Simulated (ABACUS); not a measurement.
# GaP (F-43m) in ABACUS: settings compared, part 2 of 2

ABACUS 3.10.1.

## (3) Single point, PBE

The input, run_abacus.py:

```python
"""ABACUS run from a structure file: ASE reads it, the script writes STRU, KPT and INPUT."""
import re
import subprocess
import spglib
from ase import Atoms
from ase.io import read
from ase.units import Bohr

atoms = read("GaP.cif")
cell, frac, numbers = spglib.standardize_cell((atoms.cell[:], atoms.get_scaled_positions(), atoms.numbers), to_primitive=True, symprec=1e-4)
atoms = Atoms(numbers=numbers, cell=cell, scaled_positions=frac, pbc=True)  # the primitive cell
atoms = atoms[(-atoms.numbers).argsort(kind="stable")]  # ABACUS lists atoms element by element
pseudo = {'Ga': 'Ga_ONCV_PBE-1.2.upf', 'P': 'P_ONCV_PBE-1.2.upf'}
orbital = {'Ga': 'Ga_confined-atom_8au_2s2p2d.orb', 'P': 'P_confined-atom_7au_2s2p1d.orb'}
magmoms = None
kmesh = [8, 8, 8]
params = {
    'suffix': 'GaP',
    'calculation': 'scf',
    'basis_type': 'lcao',
    'pseudo_dir': './',
    'orbital_dir': './',
    'symmetry': 1,
    'dft_functional': 'pbe',
    'ecutwfc': 100,
    'pseudo_rcut': 7,
    'nspin': 1,
    'nbands': 13,
    'ks_solver': 'genelpa',
    'smearing_method': 'fd',
    'smearing_sigma': 0.00367493,
    'scf_thr': 1e-07,
    'scf_nmax': 100,
    'mixing_type': 'broyden',
    'mixing_beta': 0.7,
    'cal_force': 1,
    'cal_stress': 1,
    'out_mul': 1,
}

symbols = atoms.get_chemical_symbols()
elements = list(dict.fromkeys(symbols))
lines = ["ATOMIC_SPECIES"] + [f"{e} {atoms.get_masses()[symbols.index(e)]:.4f} {pseudo[e]}" for e in elements]
if orbital:
    lines += ["", "NUMERICAL_ORBITAL"] + [orbital[e] for e in elements]
lines += ["", "LATTICE_CONSTANT", f"{1 / Bohr:.10f}", "", "LATTICE_VECTORS"]
lines += [" ".join(f"{x:.10f}" for x in v) for v in atoms.cell]
lines += ["", "ATOMIC_POSITIONS", "Direct"]
for e in elements:
    lines += ["", e, "0.0", str(symbols.count(e))]
    for i, p in enumerate(atoms.get_scaled_positions(wrap=False)):
        if symbols[i] == e:
            mag = "" if magmoms is None else " mag " + " ".join(str(x) for x in (magmoms[i] if isinstance(magmoms[i], list) else [magmoms[i]]))
            lines.append(" ".join(f"{x:.10f}" for x in p) + " 1 1 1" + mag)
open("STRU", "w").write("\n".join(lines) + "\n")
open("KPT", "w").write("K_POINTS\n0\nGamma\n%d %d %d 0 0 0\n" % tuple(kmesh))
open("INPUT", "w").write("INPUT_PARAMETERS\n" + "".join(f"{k:<20s}{v}\n" for k, v in params.items()))

done = subprocess.run(['mpirun', '-np', '4', 'abacus'])
if done.returncode:
    raise SystemExit(done.returncode)
log = open("OUT.GaP/running_scf.log").read()
print("final energy (eV):", re.findall(r"FINAL_ETOT_IS (\S+)", log))
```

The input, GaP.cif:

```cif
data_GaP
_cell_length_a 5.45050000
_cell_length_b 5.45050000
_cell_length_c 5.45050000
_cell_angle_alpha 90.00000000
_cell_angle_beta 90.00000000
_cell_angle_gamma 90.00000000
_space_group_name_H-M_alt 'F-43m'
_space_group_name_Hall 'F -4 2 3'
_space_group_IT_number 216
loop_
_space_group_symop_operation_xyz
'x,y,z'
'y,-x,-z'
'-x,-y,z'
'-y,x,-z'
'x,-y,-z'
'y,x,z'
'-x,y,-z'
'-y,-x,z'
'z,x,y'
'-z,y,-x'
'z,-x,-y'
'-z,-y,x'
'-z,x,-y'
'z,y,x'
'-z,-x,y'
'z,-y,-x'
'y,z,x'
'-x,-z,y'
'-y,z,-x'
'x,-z,-y'
'-y,-z,x'
'x,z,y'
'y,-z,-x'
'-x,z,-y'
'x,y+1/2,z+1/2'
'y,-x+1/2,-z+1/2'
'-x,-y+1/2,z+1/2'
'-y,x+1/2,-z+1/2'
'x,-y+1/2,-z+1/2'
'y,x+1/2,z+1/2'
'-x,y+1/2,-z+1/2'
'-y,-x+1/2,z+1/2'
'z,x+1/2,y+1/2'
'-z,y+1/2,-x+1/2'
'z,-x+1/2,-y+1/2'
'-z,-y+1/2,x+1/2'
'-z,x+1/2,-y+1/2'
'z,y+1/2,x+1/2'
'-z,-x+1/2,y+1/2'
'z,-y+1/2,-x+1/2'
'y,z+1/2,x+1/2'
'-x,-z+1/2,y+1/2'
'-y,z+1/2,-x+1/2'
'x,-z+1/2,-y+1/2'
'-y,-z+1/2,x+1/2'
'x,z+1/2,y+1/2'
'y,-z+1/2,-x+1/2'
'-x,z+1/2,-y+1/2'
'x+1/2,y,z+1/2'
'y+1/2,-x,-z+1/2'
'-x+1/2,-y,z+1/2'
'-y+1/2,x,-z+1/2'
'x+1/2,-y,-z+1/2'
'y+1/2,x,z+1/2'
'-x+1/2,y,-z+1/2'
'-y+1/2,-x,z+1/2'
'z+1/2,x,y+1/2'
'-z+1/2,y,-x+1/2'
'z+1/2,-x,-y+1/2'
'-z+1/2,-y,x+1/2'
'-z+1/2,x,-y+1/2'
'z+1/2,y,x+1/2'
'-z+1/2,-x,y+1/2'
'z+1/2,-y,-x+1/2'
'y+1/2,z,x+1/2'
'-x+1/2,-z,y+1/2'
'-y+1/2,z,-x+1/2'
'x+1/2,-z,-y+1/2'
'-y+1/2,-z,x+1/2'
'x+1/2,z,y+1/2'
'y+1/2,-z,-x+1/2'
'-x+1/2,z,-y+1/2'
'x+1/2,y+1/2,z'
'y+1/2,-x+1/2,-z'
'-x+1/2,-y+1/2,z'
'-y+1/2,x+1/2,-z'
'x+1/2,-y+1/2,-z'
'y+1/2,x+1/2,z'
'-x+1/2,y+1/2,-z'
'-y+1/2,-x+1/2,z'
'z+1/2,x+1/2,y'
'-z+1/2,y+1/2,-x'
'z+1/2,-x+1/2,-y'
'-z+1/2,-y+1/2,x'
'-z+1/2,x+1/2,-y'
'z+1/2,y+1/2,x'
'-z+1/2,-x+1/2,y'
'z+1/2,-y+1/2,-x'
'y+1/2,z+1/2,x'
'-x+1/2,-z+1/2,y'
'-y+1/2,z+1/2,-x'
'x+1/2,-z+1/2,-y'
'-y+1/2,-z+1/2,x'
'x+1/2,z+1/2,y'
'y+1/2,-z+1/2,-x'
'-x+1/2,z+1/2,-y'
loop_
_atom_site_label
_atom_site_type_symbol
_atom_site_symmetry_multiplicity
_atom_site_Wyckoff_symbol
_atom_site_fract_x
_atom_site_fract_y
_atom_site_fract_z
_atom_site_occupancy
Ga1 Ga 4 a 0.0000000000 0.0000000000 0.0000000000 1
P1 P 4 c 0.2500000000 0.2500000000 0.2500000000 1
```

Potentials or basis: SG15 ONCV 1.2 PBE, DZP LCAO (the cutoffs set its grid).

Started as:

```sh
> OMP_NUM_THREADS=1 python run_abacus.py > log
```

running log:

```text
ABACUS v3.10.1

               Atomic-orbital Based Ab-initio Computation at UStc

 ------------------------------------------------------------------------------------

 READING GENERAL INFORMATION
                           global_out_dir = OUT.GaP/
                           global_in_card = INPUT
                               pseudo_dir = ./
                              orbital_dir = ./
                                    DSIZE = 4
                                    GSIZE = 1

 READING UNITCELL INFORMATION
                                    ntype = 2
                  lattice constant (Bohr) = 1.88973
              lattice constant (Angstrom) = 1

 READING ATOM TYPE 1
                               atom label = Ga
                      L=0, number of zeta = 2
                      L=1, number of zeta = 2
                      L=2, number of zeta = 2
             number of atom for this type = 1

 READING ATOM TYPE 2
                               atom label = P
                      L=0, number of zeta = 2
                      L=1, number of zeta = 2
                      L=2, number of zeta = 1
             number of atom for this type = 1

                        TOTAL ATOM NUMBER = 2
DIRECT COORDINATES
    atom                   x                   y                   z     mag                  vx                  vy                  vz
taud_Ga1            0.0000000000        0.0000000000        0.0000000000  0.0000        0.0000000000        0.0000000000        0.0000000000
taud_P1            0.2500000000        0.2500000000        0.2500000000  0.0000        0.0000000000        0.0000000000        0.0000000000

                          Volume (Bohr^3) = 273.178
                             Volume (A^3) = 40.4807

 Lattice vectors: (Cartesian coordinate: in unit of a_0)
                   +0            +2.72525            +2.72525
             +2.72525                  +0            +2.72525
             +2.72525            +2.72525                  +0
 Reciprocal vectors: (Cartesian coordinate: in unit of 2 pi/a_0)
            -0.183469           +0.183469           +0.183469
            +0.183469           -0.183469           +0.183469
            +0.183469           +0.183469           -0.183469
 The esolver type has been set to : ksdft_lcao

                PAO radial cut off (Bohr) = 7

 Read in pseudopotential file is Ga_ONCV_PBE-1.2.upf
                     pseudopotential type = NC
          exchange-correlation functional = PBE
                 nonlocal core correction = 0
                        valence electrons = 13
                                     lmax = 2
                           number of zeta = 0
                     number of projectors = 6
                           L of projector = 0
[... 5 lines left out ...]
                PAO radial cut off (Bohr) = 7

 Read in pseudopotential file is P_ONCV_PBE-1.2.upf
                     pseudopotential type = NC
          exchange-correlation functional = PBE
                 nonlocal core correction = 0
                        valence electrons = 5
                                     lmax = 1
                           number of zeta = 0
[... 174 lines left out ...]
        4            433           5961

 SET NONLOCAL PSEUDOPOTENTIAL PROJECTORS
 SET NONLOCAL PSEUDOPOTENTIAL PROJECTORS
 max number of nonlocal projetors among all species is 6

 -------------------------------------------
 SELF-CONSISTENT
 -------------------------------------------

 SETUP SEARCHING RADIUS FOR PROGRAM TO SEARCH ADJACENT ATOMS
                  longest orb rcut (Bohr) = 8
   longest nonlocal projector rcut (Bohr) = 2.64
                     search radius (Bohr) = 21.3
              searching radius is (Bohr)) = 21.3
         searching radius unit is (Bohr)) = 1.89
                         PeriodicBoundary = 1
                        Radius(unit:lat0) = 11.3
                                   glayer = [ 5, 5, 5 ]
                             glayer_minus = [ 4, 4, 4 ]

Find the coordinate range of the input atom(unit:lat0).
                                  min_tau = [ -21.8, -21.8, -21.8 ]
                                  max_tau = [ 23.2, 23.2, 23.2 ]
                                BoxNumber = [ 9, 9, 9 ]

 SETUP EXTENDED REAL SPACE GRID FOR GRID INTEGRATION
                          real space grid = [ 48, 48, 48 ]
                 big cell numbers in grid = [ 12, 12, 12 ]
             meshcell numbers in big cell = [ 4, 4, 4 ]
                        extended fft grid = [ 17, 17, 17 ]
                dimension of extened grid = [ 47, 47, 47 ]
                            UnitCellTotal = 125
              Atom number in sub-FFT-grid = 2
    Local orbitals number in sub-FFT-grid = 31
                                ParaV.nnr = 20836
                                 init_chg = atomic

 LCAO ALGORITHM --------------- ION=   1  ELEC=   1--------------------------------

 Density error is 0.0692602406588
----------------------------------------------------------
     Energy           Rydberg                 eV
----------------------------------------------------------
 E_KohnSham     -144.5156928867      -1966.2368736775
 E_Harris       -146.4064962246      -1991.9625728701
 E_Fermi        0.5956522221         8.1042642474
----------------------------------------------------------
[... 80 lines left out ...]
 Density error is 1.56880171875e-08
----------------------------------------------------------
     Energy           Rydberg                 eV
----------------------------------------------------------
 E_KohnSham     -144.5379504629      -1966.5397035376
 E_KS(sigma->0) -144.5379504628      -1966.5397035364
 E_Harris       -144.5379504759      -1966.5397037147
 E_band         -3.5871396987        -48.8055394249
 E_one_elec     -77.4679444587       -1054.0054569859
 E_Hartree      50.8633691998        692.0316405950
 E_xc           -21.4557513770       -291.9204735988
 E_Ewald        -96.4776238268       -1312.6454135455
 E_entropy(-TS) -0.0000000002        -0.0000000024
 E_descf        0.0000000000         0.0000000000
 E_exx          0.0000000000         0.0000000000
 E_Fermi        0.6228783306         8.4746944575
----------------------------------------------------------

 charge density convergence is achieved
 final etot is -1966.5397035 eV
 EFERMI = 8.4746944575 eV

 STATE ENERGY(eV) AND OCCUPATIONS    NSPIN == 1
 1/29 kpoint (Cartesian) = 0.0000 0.0000 0.0000 (1158 pws)
       1       -6.96615     0.00390625
       2       -6.96615     0.00390625
       3       -6.96615     0.00390625
       4       -6.86416     0.00390625
       5       -6.86416     0.00390625
       6       -4.78542     0.00390625
       7        7.67281     0.00390625
       8        7.67281     0.00390625
       9        7.67281     0.00390625
      10        9.68059    1.31054e-13
      11        11.5679    5.29885e-30
      12        11.5679    5.29885e-30
      13        11.5679    5.29885e-30
[... 61 lines left out ...]
 6/29 kpoint (Cartesian) = 0.0000 0.0000 0.045867 (1158 pws)
       1       -6.98711      0.0234375
       2       -6.95689      0.0234375
       3       -6.95689      0.0234375
       4       -6.86819      0.0234375
       5       -6.86070      0.0234375
       6       -4.52842      0.0234375
       7        6.12417      0.0234375
       8        7.02410      0.0234375
       9        7.02410      0.0234375
      10        10.7156    8.05255e-22
      11        11.3305    3.67218e-27
      12        12.5323    1.33599e-37
      13        12.5323    1.33599e-37

[... levels at 23 further k points ...]

 correction force for each atom along direction 1 is 0.00874684
 correction force for each atom along direction 2 is 0.00994021
 correction force for each atom along direction 3 is 0.0252341
------------------------------------------------------------------------------------------
 TOTAL-FORCE (eV/Angstrom)
------------------------------------------------------------------------------------------
                       Ga1         0.0000000000         0.0000000000         0.0000000000
                        P1         0.0000000000         0.0000000000         0.0000000000
------------------------------------------------------------------------------------------

----------------------------------------------------------------
 TOTAL-STRESS (KBAR)
----------------------------------------------------------------
        40.8761484594        -0.0000000000        -0.0000000000
         0.0000000000        40.8761484594        -0.0000000000
         0.0000000000        -0.0000000000        40.8761484594
----------------------------------------------------------------
 TOTAL-PRESSURE: 40.876148 KBAR

 --------------------------------------------
 !FINAL_ETOT_IS -1966.5397035376170152 eV
 --------------------------------------------
```

Run time: 3.3 s. Hardware: 4 MPI ranks of Intel Xeon 6975P-C (Granite Rapids), shared host; peak memory 0.4 GiB.

What came out:

```yaml
Free_energy: -1966.5397 eV
Pressure: 4.1 GPa
Band_gap_on_the_k_mesh: 1.66 eV, indirect (least direct gap 2.01 eV)
Mulliken_charges: Ga -0.27; P +0.27 e
```

Caveat: the atomic orbitals were generated for these runs and aren't a published set; Mulliken charges move with the basis; the basis of atomic orbitals isn't converged, which shifts pressures, moduli and gaps.

## (4) Single point, PBEsol

run_abacus.py, as its differences from that of step 3:

```diff
@@ -23,3 +23,3 @@
     'symmetry': 1,
-    'dft_functional': 'pbe',
+    'dft_functional': 'pbesol',
     'ecutwfc': 100,
@@ -38,2 +38,5 @@
     'out_mul': 1,
+    'out_chg': 1,
+    'out_pot': 2,
+    'out_elf': 1,
 }
```

GaP.cif is that of step 3.

Started as:

```sh
> OMP_NUM_THREADS=1 python run_abacus.py > log
```

Wall time 3.6 s (4 MPI ranks of Intel Xeon 6975P-C (Granite Rapids), shared host); peak memory 0.36 GiB.

It converged, with:

```yaml
Free_energy: -1962.0831 eV
Pressure: 1.5 GPa
Band_gap_on_the_k_mesh: 1.52 eV, indirect (least direct gap 1.94 eV)
Mulliken_charges: Ga -0.33; P +0.33 e
```

Levels at points of the mesh, in eV from the valence-band top:
```
           k point  band 7  band 8  band 9  band 10  band 11  band 12
(0.00, 0.00, 0.00)    0.00    0.00    0.00     1.94     3.80     3.80
(0.50, 0.50, 0.50)   -6.74   -1.15   -1.15     1.60     4.63     4.63
(0.50, 0.50, 0.00)   -6.85   -2.74   -2.74     1.52     1.76    10.60
```

Caveat: the atomic orbitals were generated for these runs and aren't a published set; Mulliken charges move with the basis; the potentials were made for another functional, which shifts forces and pressure; the basis of atomic orbitals isn't converged, which shifts pressures, moduli and gaps.

## (5) Single point, AM05

run_abacus.py, as its differences from that of step 4:

```diff
@@ -23,3 +23,3 @@
     'symmetry': 1,
-    'dft_functional': 'pbesol',
+    'dft_functional': 'GGA_X_AM05+GGA_C_AM05',
     'ecutwfc': 100,
@@ -38,5 +38,2 @@
     'out_mul': 1,
-    'out_chg': 1,
-    'out_pot': 2,
-    'out_elf': 1,
 }
```

GaP.cif is that of step 4.

Started as:

```sh
> OMP_NUM_THREADS=1 python run_abacus.py > log
```

Run time: 3.2 s. Hardware: 4 MPI ranks of Intel Xeon 6975P-C (Granite Rapids), shared host; peak memory 0.44 GiB.

It converged, with:

| Property | Result |
| --- | --- |
| Free energy | -1960.2507 eV |
| Pressure | 1.7 GPa |
| Band gap on the k mesh | 1.58 eV, indirect (least direct gap 1.98 eV) |
| Mulliken charges | Ga -0.35; P +0.35 e |

Levels at points of the mesh, in eV from the valence-band top:
```tsv
k point	band 6	band 7	band 8	band 9	band 10	band 11	band 12	band 13
(0.00, 0.00, 0.00)	-12.50	0.00	0.00	0.00	1.98	3.79	3.79	3.79
(0.50, 0.50, 0.50)	-10.44	-6.73	-1.15	-1.15	1.65	4.64	4.64	9.17
(0.50, 0.50, 0.00)	-9.51	-6.85	-2.74	-2.74	1.60	1.80	10.59	10.59
```

Caveat: the atomic orbitals were generated for these runs and aren't a published set; Mulliken charges move with the basis; the potentials were made for another functional, which shifts forces and pressure; the basis of atomic orbitals isn't converged, which shifts pressures, moduli and gaps.

## (6) Summary

```tsv
level	gap on the mesh (eV)	pressure (GPa)
LDA	1.45	-0.6
PBE	1.66	4.1
PBEsol	1.52	1.5
AM05	1.58	1.7
```

Alike in all rows: task single point; potentials or basis SG15 ONCV 1.2 PBE, DZP LCAO (the cutoffs set its grid); no spin polarisation; cell as given; k mesh 8 × 8 × 8; cutoff (eV) 1361; smearing fermi-dirac 0.05 eV.

Caveats: the atomic orbitals were generated for these runs and aren't a published set; the basis of atomic orbitals isn't converged, which shifts pressures, moduli and gaps; the potentials were made for another functional, which shifts forces and pressure (some runs).

Absolute energies hang on the potentials; compare differences alone.

## (7) Comparison with measurements

Step 2. Against the measured gap of GaP, 2.34 eV (indirect; 10 K; quoted in “Stacking defects in GaP nanowires: Electronic structure and optical properties”, 2018, arxiv:1810.01194), the calculated 1.45 eV is off by -0.89 eV. Spin-orbit coupling on Ga is left out. The value is that of LDA in an atomic basis (SG15 ONCV 1.2 PBE, DZP LCAO (the cutoffs set its grid)), whose error adds to the functional's, on a finite k mesh, which can miss the band edges, without temperature or zero-point motion. Semilocal functionals fall short of measured gaps as a rule.

Step 3. Against the measured gap of GaP, 2.34 eV (indirect; 10 K; quoted in “Stacking defects in GaP nanowires: Electronic structure and optical properties”, 2018, arxiv:1810.01194), the calculated 1.66 eV is off by -0.68 eV. Spin-orbit coupling on Ga is left out. The value is that of PBE in an atomic basis (SG15 ONCV 1.2 PBE, DZP LCAO (the cutoffs set its grid)), whose error adds to the functional's, on a finite k mesh, which can miss the band edges, without temperature or zero-point motion. Semilocal functionals fall short of measured gaps as a rule.

Step 4. Measured gap of GaP: 2.34 eV (indirect; 10 K; quoted in “Stacking defects in GaP nanowires: Electronic structure and optical properties”, 2018, arxiv:1810.01194). This calculation gives 1.52 eV (-0.82 eV). Spin-orbit coupling on Ga is left out. The value is that of PBEsol in an atomic basis (SG15 ONCV 1.2 PBE, DZP LCAO (the cutoffs set its grid)), whose error adds to the functional's, on a finite k mesh, which can miss the band edges, without temperature or zero-point motion. Semilocal functionals fall short of measured gaps as a rule.

Step 5. Measured gap of GaP: 2.34 eV (indirect; 10 K; quoted in “Stacking defects in GaP nanowires: Electronic structure and optical properties”, 2018, arxiv:1810.01194). This calculation gives 1.58 eV (-0.76 eV). Spin-orbit coupling on Ga is left out. The value is that of AM05 in an atomic basis (SG15 ONCV 1.2 PBE, DZP LCAO (the cutoffs set its grid)), whose error adds to the functional's, on a finite k mesh, which can miss the band edges, without temperature or zero-point motion. Semilocal functionals fall short of measured gaps as a rule.
